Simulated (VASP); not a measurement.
The system is Te.

```
Te
1.0
     2.30590    1.33131    1.69095
    -2.30590    1.33131    1.69095
     0.00000   -2.66263    1.69095
Te
1
Direct
  0.50000 0.50000 0.50000
```

This isn't the form of Te at room conditions, which is trigonal, of chains.

- Program: VASP 6.6.1
- Task: relaxation of cell and atoms
- Functional: PBE
- Dispersion: D3
- Potentials or basis: VASP PAW PBE potentials, release 64 (Te)
- Cutoff: 600 eV
- k mesh: 9 × 9 × 9
- Occupations: fermi-dirac, width 0.05 eV
- Spin: no spin polarisation

At the start: pressure 1.2 GPa; volume 31.15 Å³/atom.

How do energy, volume and symmetry change on relaxing?

Over 8 steps the energy falls by 6.4 meV/atom and the volume is 31.99 Å³/atom (+2.7 %); space group R-3m (No. 166, to 0.05 Å).

The path:
```tsv
step	energy change (eV)	largest force (eV/Å)	pressure (GPa)	volume (Å³)
1	0.0000	0.0000	1.19	31.15
2	-0.0019	0.0000	-0.65	32.20
3	-0.0026	0.0000	-0.05	31.83
4	-0.0032	0.0000	-0.06	31.87
5	-0.0048	0.0000	-0.09	31.96
6	-0.0063	0.0000	-0.22	32.12
7	-0.0055	0.0000	0.71	31.60
8	-0.0064	0.0000	0.00	31.99
```

Final structure:
```cif
data_structure
_symmetry_space_group_name_H-M 'P 1'
_symmetry_Int_Tables_number 1
_cell_length_a 3.1754
_cell_length_b 3.1754
_cell_length_c 3.1754
_cell_angle_alpha 91.430
_cell_angle_beta 91.430
_cell_angle_gamma 91.430
_cell_volume 31.99
loop_
_atom_site_label
_atom_site_type_symbol
_atom_site_fract_x
_atom_site_fract_y
_atom_site_fract_z
_atom_site_occupancy
Te1 Te 0.50000 0.50000 0.50000 1
```

Caveat: pairwise dispersion overbinds metals, which lowers pressure and volume.
